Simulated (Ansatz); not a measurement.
## Sb2Te3: pressure series

The parent structure is Sb$_{2}$Te$_{3}$ in the Bi2Te3 type structure (space group R-3m, No. 166).

```cif
data_Sb2Te3
_chemical_formula_sum 'Sb2 Te3'
_space_group_name_H-M_alt 'P 1'
_space_group_IT_number 1
_cell_length_a 10.60292
_cell_length_b 10.60292
_cell_length_c 10.60292
_cell_angle_alpha 23.321
_cell_angle_beta 23.321
_cell_angle_gamma 23.321
loop_
_space_group_symop_operation_xyz
  'x, y, z'
loop_
_atom_site_label
_atom_site_type_symbol
_atom_site_fract_x
_atom_site_fract_y
_atom_site_fract_z
_atom_site_occupancy
Sb1 Sb 0.39725 0.39725 0.39725 1
Sb2 Sb 0.60275 0.60275 0.60275 1
Te1 Te 0.00000 0.00000 0.00000 1
Te2 Te 0.21455 0.21455 0.21455 1
Te3 Te 0.78545 0.78545 0.78545 1
```

Cell and atoms are relaxed at each pressure.

All numbers come from plane-wave PAW DFT at the r2SCAN+rVV10 level (Ansatz, a program for electronic structure, 500 eV), no spin-orbit coupling.

Notes on the quantities. enthalpy: H = E + PV relative to the base's energy.

```
change            lattice parameter a  band gap       enthalpy
----------------  -------------------  --------  -------------
base                          4.286 Å   0.27 eV              –
pressure −1 GPa               4.312 Å   0.47 eV  -0.21 eV/atom
pressure 0.3 GPa              4.279 Å   0.23 eV  +0.06 eV/atom
pressure 0.7 GPa              4.269 Å   0.19 eV  +0.14 eV/atom
pressure 1.5 GPa              4.250 Å   0.10 eV  +0.30 eV/atom
pressure 3 GPa                      ?      zero  +0.59 eV/atom
pressure 5 GPa                      ?      zero  +0.96 eV/atom
pressure 7.5 GPa              4.124 Å      zero  +1.42 eV/atom
pressure 10 GPa               4.064 Å      zero  +1.85 eV/atom
```

**Question.** Some entries are withheld; estimate them.

**Answer.** 
- pressure 3 GPa, lattice parameter a: 4.217 Å
- pressure 5 GPa, lattice parameter a: 4.174 Å

A case with no gap was solved on a k-mesh chosen for an insulator, which is coarse for it. Spin-orbit coupling, missing from the scalar runs, can matter with Sb and Te. Load acts through the strain it causes; cell and atoms are relaxed under it. Stability against distortions was not tested. Competing high-pressure phases were not computed. All final runs are without spin polarisation. The zero or small gap of Sb2Te3 can change with the level of theory.
